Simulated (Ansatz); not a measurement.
## Two Ansatz runs on N

The structure comes from a relaxation in the same program, started in the diamond type. Whether it is a known phase or the ground state wasn't checked. The listed cell was then made from it by scaling, straining or moving an atom.

First run: DFT, PBE, PAW with Ansatz's default frozen-core files, scalar-relativistic (Ansatz 0.2.0).

Command: `ansatz run input.yaml --threads 1 --pin off --max-ram 2048MiB --backend cpu --events-out ev --progress --plain --runs-dir out` The run took 1.3 s on 1 thread of Arm Neoverse V2, on a shared host, peak memory 0.28 GiB.

```yaml
crystal:
  lattice:
    - [0.0, 2.0566024043, 2.0566024043]
    - [2.0566024043, 0.0, 2.0566024043]
    - [2.0566024043, 2.0566024043, 0.0]
  atoms:
    - { symbol: "N", position: [0.0, 0.0, 0.0] }
    - { symbol: "N", position: [0.25, 0.25, 0.25] }
kpoints:
  mp_grid: { grid: [13, 13, 13] }
scf:
  occupations: { method: fermi_dirac, width: 0.08 }
hamiltonian:
  xc: pbe
  pseudopotentials: { kind: paw }
output:
  forces: true
  stress: true
  eigenvalues: true
  efg: { contact_densities: true }
  write_density: true
  write_potential: true
  elf: true
  volumetric_format: npy
```

Result: converged; pressure 8.75 GPa; no gap on the k mesh; 6 SCF iterations.

The input is then changed:

```diff
@@ -8,5 +8,5 @@
     - { symbol: "N", position: [0.25, 0.25, 0.25] }
 kpoints:
-  mp_grid: { grid: [13, 13, 13] }
+  mp_grid: { grid: [16, 16, 16] }
 scf:
   occupations: { method: fermi_dirac, width: 0.08 }
@@ -19,7 +19,3 @@
   eigenvalues: true
   efg: { contact_densities: true }
-  write_density: true
-  write_potential: true
-  elf: true
-  volumetric_format: npy
```

Q: Predict the outcome of the changed run.

A: It converged; energy at zero smearing +6.8 meV/atom from the first run; pressure 9.29 GPa; no gap on the k mesh; 6 SCF iterations.

The results part of its log:

```
SCF 1 converged in 6 iterations: F = -761.614861 eV  dr2 = 3.09e-12
  greatest PAW one-centre occupation: 0.869 electrons in one spin orbital (limit 2), on the N atom at site 1 (counted from 0), in its partial waves of l = 0
SCF converged after 6 iterations
Free energy (F): -761.614861 eV
Harris-Foulkes:  -761.614861 eV  (|F-HF|=8.87e-12)
Internal energy: -761.595821 eV  (E = F + TS)
E sigma→0 (E₀):  -761.605341 eV
Entropy (-TS):   -0.019041 eV (-9.520 meV/atom)
Fermi energy:    7.570082 eV
--- Per-component energies (eV) ---
  E_band       = -15.031691
  E_kinetic    = 243.584370
  E_local      = -351.448140  (includes V_loc(G=0)·N_el)
  E_nonlocal   = 95.220591
  E_hartree    = 89.669527
  E_xc         = -116.897164
  E_vxc        = -148.286174  (∫ρ·V_xc dr)
  E_paw        = -250.268073  (= ΣΔE_a)
  E_vpaw       = -33.441541  (= ΣTr[D̂ρ^β])
  E_aug_tail   = 0.000153  (compensation charges beyond the density's cutoff)
  E_ewald      = -471.457086
  E_smearing   = -0.019041  (= −TS)
  E_closure    = 0.000000  (closes the sum)
  Σ components = -761.614861   (vs F -761.614861, Δ=0.00e0)
--- Forces (eV/Å), atoms counted from 1 ---
  atom   1  N     -0.00000000    -0.00000000     0.00000000
  atom   2  N     -0.00000000     0.00000000     0.00000000
  max |Σ_I F_I| component: 7.40e-16 eV/Å
--- Stress (GPa, compression-positive) ---
        9.287032      -0.000000       0.000000
        0.000000       9.287032      -0.000000
        0.000000      -0.000000       9.287032
  P = ⅓ Tr σ = 9.2870 GPa (92.870 kbar)
--- PAW observables at the nuclei: V_zz in 10²¹ V/m², potentials from the cell's mean, atoms counted from 1 ---
  atom   1  N  V_zz =    +0.000000   η = 0.0000   by run symmetry: forbidden
            electrostatic potential = -510.976860 V   contact ρ = 1429.996526 e/Å³
  atom   2  N  V_zz =    +0.000000   η = 0.0000   by run symmetry: forbidden
            electrostatic potential = -510.976860 V   contact ρ = 1429.996526 e/Å³
--- Band table (eV; the first three rows and the last of 145) ---
  k-point 0: bands = ["-13.6556", "1.8606", "3.6667", "3.6667", "3.6667", "7.9545", "7.9545", "7.9545", "18.5613"]
  k-point 1: bands = ["-13.5852", "1.2649", "3.5822", "3.5822", "4.0088", "8.0602", "8.0602", "8.0930", "18.7102"]
  k-point 2: bands = ["-13.3759", "0.1023", "3.3624", "3.3624", "4.4159", "8.3372", "8.3372", "8.5332", "19.1053"]
  k-point 144: bands = ["-8.0808", "-8.0808", "-0.3561", "-0.3561", "8.7430", "8.7430", "11.5767", "11.5767", "20.4923"]
```
